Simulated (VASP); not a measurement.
# GaSb (F-43m) in VASP: further runs

GaSb is run at these levels: PBEsol; tasks: single point.

All numbers are computed with VASP 6.6.1; they aren't measurements. Logs are shortened: lines on timing, memory, paths and dates and some standing lists are left out, and cuts for length are marked.

**Experimental background.**

A printed reference work, data compilation reports, for a bulk crystal of GaSb at 4.2 K: band gap 0.811 eV (direct).

How close the calculation comes is told below.

### 1 The cell of the first run

Symmetry: F-43m, No. 216, cubic system. The conventional cell has a = 5.993 Å, b = 5.993 Å, c = 5.993 Å, α = 90.00°, β = 90.00°, γ = 90.00°. Ga (site symmetry -43m) has 4 Sb at 2.60 Å within 3.4 Å. Sb (site symmetry -43m) has 4 Ga at 2.60 Å within 3.4 Å.

### 2 Single point, PBEsol

The input, INCAR:

```
SYSTEM = GaSb
PREC = Accurate ; ENCUT = 500
EDIFF = 1E-6 ; ISMEAR = 0
SIGMA = 0.01 ; LREAL = .False.
LASPH = .True. ; NELM = 120
ALGO = Normal ; ISIF = 2
LWAVE = .False. ; LCHARG = .False.
GGA = PS ; NBANDS = 16
GGA_COMPAT = .False.
```

The input, KPOINTS:

```
Automatic mesh
0
Gamma
  6 6 6
  0 0 0
```

The input, POSCAR:

```
GaSb
1.0
    0.0000000000      2.9965539066      2.9965539066
    2.9965539066      0.0000000000      2.9965539066
    2.9965539066      2.9965539066      0.0000000000
Ga Sb
1 1
Direct
    0.0000000000      0.0000000000      0.0000000000
    0.2500000000      0.2500000000      0.2500000000
```

Potentials or basis: VASP PAW PBE potentials, release 64 (Ga_d, Sb).

Run with:

```bash
$ cat potpaw_PBE.64/Ga_d/POTCAR potpaw_PBE.64/Sb/POTCAR > POTCAR
$ mpirun -np 1 vasp_std > vasp.out
```

OUTCAR:

```text
SYSTEM = GaSb
   PREC = Accurate
   ENCUT = 500
   EDIFF = 1E-6
   ISMEAR = 0
   LREAL = .False.
   LASPH = .True.
   NELM = 120
   ISIF = 2
   GGA = PS

 ion  position               nearest neighbor table
   1  0.000  0.000  0.000-   2 2.60   2 2.60   2 2.60   2 2.60
   2  0.250  0.250  0.250-   1 2.60   1 2.60   1 2.60   1 2.60

  LATTYP: Found a face centered cubic cell.
 ALAT       =     5.9931078132

  Lattice vectors:

 A1 = (   0.0000000000,   2.9965539066,   2.9965539066)
 A2 = (   2.9965539066,   0.0000000000,   2.9965539066)
 A3 = (   2.9965539066,   2.9965539066,   0.0000000000)

Analysis of symmetry for initial positions (statically):
=====================================================================
 Subroutine PRICEL returns:
 Original cell was already a primitive cell.

 Routine SETGRP: Setting up the symmetry group for a
 face centered cubic supercell.

 Subroutine GETGRP returns: Found 24 space group operations
 (whereof 24 operations were pure point group operations)
 out of a pool of 48 trial point group operations.

The static configuration has the point symmetry T_d .

Analysis of symmetry for dynamics (positions and initial velocities):
=====================================================================
 Subroutine PRICEL returns:
 Original cell was already a primitive cell.

 Routine SETGRP: Setting up the symmetry group for a
 face centered cubic supercell.

 Subroutine GETGRP returns: Found 24 space group operations
 (whereof 24 operations were pure point group operations)
 out of a pool of 48 trial point group operations.

The dynamic configuration has the point symmetry T_d .

 Subroutine INISYM returns: Found 24 space group operations
 (whereof 24 operations are pure point group operations),
 and found     1 'primitive' translations

----------------------------------------------------------------------------------------

                                     Primitive cell

  volume of cell :      53.8141

  direct lattice vectors                    reciprocal lattice vectors
     0.000000000  2.996553907  2.996553907    -0.166858336  0.166858336  0.166858336
     2.996553907  0.000000000  2.996553907     0.166858336 -0.166858336  0.166858336
     2.996553907  2.996553907  0.000000000     0.166858336  0.166858336 -0.166858336

  length of vectors
     4.237767175  4.237767175  4.237767175     0.289007116  0.289007116  0.289007116

  position of ions in fractional coordinates (direct lattice)
     0.000000000  0.000000000  0.000000000
     0.250000000  0.250000000  0.250000000

  ion indices of the primitive-cell ions
   primitive index   ion index
                 1           1
                 2           2

----------------------------------------------------------------------------------------

 KPOINTS: Automatic mesh

Automatic generation of k-mesh.
 Grid dimensions read from file:
 generate k-points for:    6    6    6

 Generating k-lattice:

  Cartesian coordinates                     Fractional coordinates (reciprocal lattice)
    -0.027809723  0.027809723  0.027809723     0.166666667  0.000000000  0.000000000
     0.027809723 -0.027809723  0.027809723     0.000000000  0.166666667  0.000000000
     0.027809723  0.027809723 -0.027809723     0.000000000  0.000000000  0.166666667

  Length of vectors
     0.048167853  0.048167853  0.048167853

  Shift w.r.t. Gamma in fractional coordinates (k-lattice)
     0.000000000  0.000000000  0.000000000

 Subroutine IBZKPT returns following result:
 ===========================================

 Found     16 irreducible k-points:

 Following reciprocal coordinates:
            Coordinates               Weight
  0.000000  0.000000  0.000000      1.000000
  0.166667  0.000000  0.000000      8.000000
  0.333333  0.000000  0.000000      8.000000
  0.500000  0.000000  0.000000      4.000000
  0.166667  0.166667  0.000000      6.000000
  0.333333  0.166667  0.000000     24.000000
[... 8 lines left out ...]
 -0.333333  0.333333  0.166667     24.000000
 -0.333333  0.500000  0.166667     12.000000
   k-points           NKPTS =     16   k-points in BZ     NKDIM =     16   number of bands    NBANDS=     16
   number of dos      NEDOS =    301   number of ions     NIONS =      2
   total plane-waves  NPLWV =  32768
   dimension x,y,z NGX =    32 NGY =   32 NGZ =   32
   dimension x,y,z NGXF=    64 NGYF=   64 NGZF=   64
   ions per type =               1   1
   NGX,Y,Z   is equivalent  to a cutoff of  12.55, 12.55, 12.55 a.u.
   NGXF,Y,Z  is equivalent  to a cutoff of  25.11, 25.11, 25.11 a.u.
 SYSTEM =  GaSb
   PREC   = accura    normal or accurate (medium, high low for compatibility)
   ISTART =      0    job   : 0-new  1-cont  2-samecut
   ICHARG =      2    charge: 1-file 2-atom 10-const
   ISPIN  =      1    spin polarized calculation?
   LNONCOLLINEAR =      F non collinear calculations
   LSORBIT =      F    spin-orbit coupling
   LASPH  =      T    aspherical Exc in radial PAW
   ENCUT  =  500.0 eV  36.75 Ry    6.06 a.u.   7.73  7.73  7.73*2*pi/ulx,y,z
   NELM   =    120;   NELMIN=  2; NELMDL= -5     # of ELM steps
   EDIFF  = 0.1E-05   stopping-criterion for ELM
   LREAL  =      F    real-space projection
   EDIFFG = 0.1E-04   stopping-criterion for IOM
   NSW    =      0    number of steps for IOM
   IBRION =     -1    ionic relax: 0-MD 1-quasi-New 2-CG
   NFREE  =      0    steps in history (QN), initial steepest desc. (CG)
   ISIF   =      2    stress and relaxation
   ISYM   =      2    0-nonsym 1-usesym 2-fastsym
   POTIM  = 0.5000    time-step for ionic-motion
   TEBEG  =    0.0;   TEEND  =   0.0 temperature during run
   PSTRESS=    0.0 pullay stress
   NELECT =      18.0000    total number of electrons
   NUPDOWN=      -1.0000    fix difference up-down
   EMIN   =  10.00;   EMAX   =-10.00  energy-range for DOS
   EFERMI =   0.00;   METHOD = LEGACY
   ISMEAR =     0;   SIGMA  =   0.01  broadening in eV -4-tet -1-fermi 0-gaus
   EFERMI_NEDOS =   21; number of points for ismear=-14 and -15
   IALGO  =     38    algorithm
   IMIX   =      4    mixing-type and parameters
     AMIX     =   0.40;   BMIX     =  1.00
     AMIX_MAG =   1.60;   BMIX_MAG =  1.00
  volume/ion in A,a.u.               =      26.91       181.58
  Fermi-wavevector in a.u.,A,eV,Ry     =   1.136406  2.147496 17.570821  1.291419
  Thomas-Fermi vector in A             =   2.273111
   LORBIT       =      0    0 simple, 1 ext, 2 COOP (PROOUT), +10 PAW based schemes
   GGA     = PS    functional components
   LHFCALC =     F    Hartree Fock is set to
   AEXX    =    0.0000 exact exchange contribution
   IVDW    =     0    specifies the selected vdW correction
   LEPSILON=     F    determine dielectric tensor
   LRPA    =     F    only Hartree local field effects (RPA)
 non-spin polarized calculation
 Gauss-broadening in eV      SIGMA  =   0.01
  energy-cutoff  :      500.00
  volume of cell :       53.81
 maximum number of plane-waves:      1380
   NGX = 15   NGY = 15   NGZ = 15

 number of electron      18.0000008 magnetization

 Free energy of the ion-electron system (eV)
  ---------------------------------------------------
  ext. energy  EPLUGINS =         0.00000000
  ---------------------------------------------------
  free energy    TOTEN  =        -8.08695926 eV

  energy without entropy =       -8.08695926  energy(sigma->0) =       -8.08695926

 E-fermi :   5.4440     XC(G=0):  -9.5337

 val. band max:        5.3929190347   @ k =   0.0000   0.0000   0.0000
 cond. band min:       5.8311552374   @ k =   0.0000   0.0000   0.0000
 fundamental gap:      0.4382362027
 Fermi energy:         5.4440310772

 k-point     1 :       0.0000    0.0000    0.0000
  band No.  band energies     occupation
      1      -9.7509      2.00000
      2      -9.7509      2.00000
      3      -9.7509      2.00000
      4      -9.6904      2.00000
      5      -9.6904      2.00000
      6      -6.5610      2.00000
[... 8 lines left out ...]
     15      14.1104      0.00000
     16      14.1104      0.00000

 k-point     2 :       0.1667    0.0000    0.0000
  band No.  band energies     occupation
      1      -9.7604      2.00000
      2      -9.7471      2.00000
      3      -9.7471      2.00000
      4      -9.6909      2.00000
      5      -9.6909      2.00000
      6      -6.2556      2.00000
[... 8 lines left out ...]
     15      12.9924      0.00000
     16      12.9924      0.00000

 k-point     3 :       0.3333    0.0000    0.0000
  band No.  band energies     occupation
      1      -9.7787      2.00000
      2      -9.7403      2.00000
      3      -9.7403      2.00000
      4      -9.6908      2.00000
      5      -9.6908      2.00000
      6      -5.4326      2.00000
[... 8 lines left out ...]
     15      13.5559      0.00000
     16      13.5559      0.00000

 k-point     4 :       0.5000    0.0000    0.0000
  band No.  band energies     occupation
      1      -9.7876      2.00000
      2      -9.7375      2.00000
      3      -9.7375      2.00000
      4      -9.6902      2.00000
      5      -9.6902      2.00000
      6      -4.7638      2.00000
[... 8 lines left out ...]
     15      15.4578      0.00000
     16      15.4578      0.00000

 k-point     5 :       0.1667    0.1667    0.0000
  band No.  band energies     occupation
      1      -9.7672      2.00000
      2      -9.7433      2.00000
      3      -9.7433      2.00000
      4      -9.6937      2.00000
      5      -9.6892      2.00000
      6      -6.1518      2.00000
[... 8 lines left out ...]
     15      12.9574      0.00000
     16      14.4747      0.00000

 k-point     6 :       0.3333    0.1667    0.0000
  band No.  band energies     occupation
      1      -9.7819      2.00000
      2      -9.7374      2.00000
      3      -9.7360      2.00000
      4      -9.6959      2.00000
      5      -9.6886      2.00000
      6      -5.4841      2.00000
[... 8 lines left out ...]
     15      14.1177      0.00000
     16      14.6798      0.00000

 k-point     7 :       0.5000    0.1667    0.0000
  band No.  band energies     occupation
      1      -9.7910      2.00000
      2      -9.7347      2.00000
      3      -9.7327      2.00000
      4      -9.6942      2.00000
      5      -9.6895      2.00000
      6      -4.6218      2.00000
[... 8 lines left out ...]
     15      15.3832      0.00000
     16      15.5100      0.00000

 k-point     8 :      -0.3333    0.1667    0.0000
  band No.  band energies     occupation
      1      -9.7873      2.00000
      2      -9.7355      2.00000
      3      -9.7355      2.00000
      4      -9.6921      2.00000
      5      -9.6914      2.00000
      6      -4.8792      2.00000
[... 8 lines left out ...]
     15      13.6825      0.00000
     16      15.3078      0.00000

 k-point     9 :      -0.1667    0.1667    0.0000
  band No.  band energies     occupation
      1      -9.7733      2.00000
      2      -9.7427      2.00000
      3      -9.7401      2.00000
      4      -9.6928      2.00000
      5      -9.6903      2.00000
      6      -5.7683      2.00000
[... 8 lines left out ...]
     15      13.8175      0.00000
     16      14.0176      0.00000

 k-point    10 :       0.3333    0.3333    0.0000
  band No.  band energies     occupation
      1      -9.7956      2.00000
      2      -9.7277      2.00000
      3      -9.7277      2.00000
      4      -9.7019      2.00000
      5      -9.6868      2.00000
      6      -4.9994      2.00000
[... 8 lines left out ...]
     15      15.5706      0.00000
     16      16.1954      0.00000

 k-point    11 :       0.5000    0.3333    0.0000
  band No.  band energies     occupation
      1      -9.8019      2.00000
      2      -9.7256      2.00000
      3      -9.7237      2.00000
      4      -9.7022      2.00000
      5      -9.6873      2.00000
      6      -4.2003      2.00000
[... 8 lines left out ...]
     15      15.8961      0.00000
     16      16.6013      0.00000

 k-point    12 :      -0.3333    0.3333    0.0000
  band No.  band energies     occupation
      1      -9.7970      2.00000
      2      -9.7302      2.00000
      3      -9.7271      2.00000
      4      -9.6968      2.00000
      5      -9.6905      2.00000
      6      -4.1211      2.00000
[... 8 lines left out ...]
     15      13.5249      0.00000
     16      17.5829      0.00000

 k-point    13 :       0.5000    0.5000    0.0000
  band No.  band energies     occupation
      1      -9.8083      2.00000
      2      -9.7197      2.00000
      3      -9.7197      2.00000
      4      -9.7066      2.00000
      5      -9.6856      2.00000
      6      -3.8376      2.00000
[... 8 lines left out ...]
     15      16.6109      0.00000
     16      16.9063      0.00000

 k-point    14 :       0.5000    0.3333    0.1667
  band No.  band energies     occupation
      1      -9.7928      2.00000
      2      -9.7326      2.00000
      3      -9.7291      2.00000
      4      -9.6977      2.00000
      5      -9.6889      2.00000
      6      -4.7255      2.00000
[... 8 lines left out ...]
     15      14.5933      0.00000
     16      16.6253      0.00000

 k-point    15 :      -0.3333    0.3333    0.1667
  band No.  band energies     occupation
      1      -9.7968      2.00000
      2      -9.7317      2.00000
      3      -9.7260      2.00000
      4      -9.6966      2.00000
      5      -9.6905      2.00000
      6      -4.1190      2.00000
[... 8 lines left out ...]
     15      16.0637      0.00000
     16      16.2924      0.00000

 k-point    16 :      -0.3333    0.5000    0.1667
  band No.  band energies     occupation
      1      -9.8025      2.00000
      2      -9.7270      2.00000
      3      -9.7219      2.00000
      4      -9.7008      2.00000
      5      -9.6887      2.00000
      6      -3.7942      2.00000
[... 8 lines left out ...]
     15      15.7412      0.00000
     16      17.0495      0.00000

------------------------ aborting loop because EDIFF is reached ----------------------------------------

  FORCE on cell =-STRESS in cart. coord.  units (eV):
  Direction    XX          YY          ZZ          XY          YZ          ZX
  --------------------------------------------------------------------------------------
  -------------------------------------------------------------------------------------
  Total        1.1951496      1.1951496      1.1951496      0.0000000     -0.0000000      0.0000000
  in kB       35.5825083     35.5825083     35.5825083      0.0000000     -0.0000000      0.0000000
  external PRESSURE =      35.5825083 kB  Pullay stress =       0.0000000 kB

 VOLUME and BASIS-vectors are now :
 -----------------------------------------------------------------------------
  energy-cutoff  :      500.00
  volume of cell :       53.81
      direct lattice vectors                 reciprocal lattice vectors
     0.000000000  2.996553907  2.996553907    -0.166858336  0.166858336  0.166858336
     2.996553907  0.000000000  2.996553907     0.166858336 -0.166858336  0.166858336
     2.996553907  2.996553907  0.000000000     0.166858336  0.166858336 -0.166858336

 POSITION                                       TOTAL-FORCE (eV/Angst)
 -----------------------------------------------------------------------------------
      0.00000      0.00000      0.00000        -0.000000     -0.000000     -0.000000
      1.49828      1.49828      1.49828         0.000000      0.000000      0.000000
 -----------------------------------------------------------------------------------
    total drift:                                0.000001      0.000001      0.000001

  FREE ENERGIE OF THE ION-ELECTRON SYSTEM (eV)
  ---------------------------------------------------
  free  energy   TOTEN  =        -8.0869592612 eV

  energy  without entropy=       -8.0869592612  energy(sigma->0) =       -8.08695926
```

Wall time 7.1 s (1 thread of Intel Xeon 6975P-C (Granite Rapids), shared host); peak memory 0.17 GiB.

Results:

| Item | Value |
| --- | --- |
| Free energy | -8.0870 eV |
| Pressure | 3.6 GPa |
| Band gap on the k mesh | 0.44 eV, direct |

Caveat: the PAW data sets were made with another functional, which shifts forces and pressure a little; spin-orbit coupling is left out, which moves the levels of the heavy elements.

### 3 Single point, PBEsol

This run uses another cell than the first one, of 27.77 Å³/atom, 1.032 times its volume.

The input, INCAR:

```
SYSTEM = GaSb
PREC = Accurate
ENCUT = 500
EDIFF = 1E-6
ISMEAR = 0
SIGMA = 0.01
LREAL = .FALSE.
LASPH = .TRUE.
NELM = 120
ALGO = Normal
ISIF = 2
LWAVE = .FALSE.
LCHARG = .FALSE.
GGA = PS
NBANDS = 16
GGA_COMPAT = .FALSE.
```

The input, KPOINTS:

```
Automatic mesh
0
G
  6 6 6
  0 0 0
```

The input, POSCAR:

```
GaSb
1.0
    0.0000000000      3.0280988974      3.0280988974
    3.0280988974      0.0000000000      3.0280988974
    3.0280988974      3.0280988974      0.0000000000
Ga Sb
1 1
Direct
    0.0000000000      0.0000000000      0.0000000000
    0.2500000000      0.2500000000      0.2500000000
```

Potentials or basis: VASP PAW PBE potentials, release 64 (Ga_d, Sb).

Run with:

```bash
$ cat potpaw_PBE.64/Ga_d/POTCAR potpaw_PBE.64/Sb/POTCAR > POTCAR
$ mpirun -np 1 vasp_std > vasp.out
```

Wall time 10 s (1 thread of Intel Xeon 6975P-C (Granite Rapids), shared host); peak memory 0.18 GiB.

Results (log left out):

- Free energy: -8.1141 eV
- Pressure: 1.5 GPa
- Band gap on the k mesh: 0.21 eV, direct

Levels at points of the mesh, in eV from the valence-band top:
| k point | band 7 | band 8 | band 9 | band 10 | band 11 | band 12 |
| --- | --- | --- | --- | --- | --- | --- |
| (0.00, 0.00, 0.00) | 0.00 | 0.00 | 0.00 | 0.21 | 2.74 | 2.74 |
| (0.50, 0.00, 0.00) | -6.55 | -1.21 | -1.21 | 0.41 | 3.71 | 3.71 |
| (0.50, 0.50, 0.00) | -6.98 | -2.70 | -2.70 | 0.80 | 1.10 | 8.86 |

Caveat: the PAW data sets were made with another functional, which shifts forces and pressure a little; spin-orbit coupling is left out, which moves the levels of the heavy elements.

### 4 How close it comes

Step 3. Measured gap of GaSb: 0.811 eV (direct; 4.2 K; a printed reference work, data compilation). This calculation gives 0.21 eV (-0.60 eV). Spin-orbit coupling on Ga, Sb is left out. The value is that of PBEsol on a finite k mesh, which can miss the band edges, without temperature or zero-point motion. Semilocal functionals fall short of measured gaps as a rule.
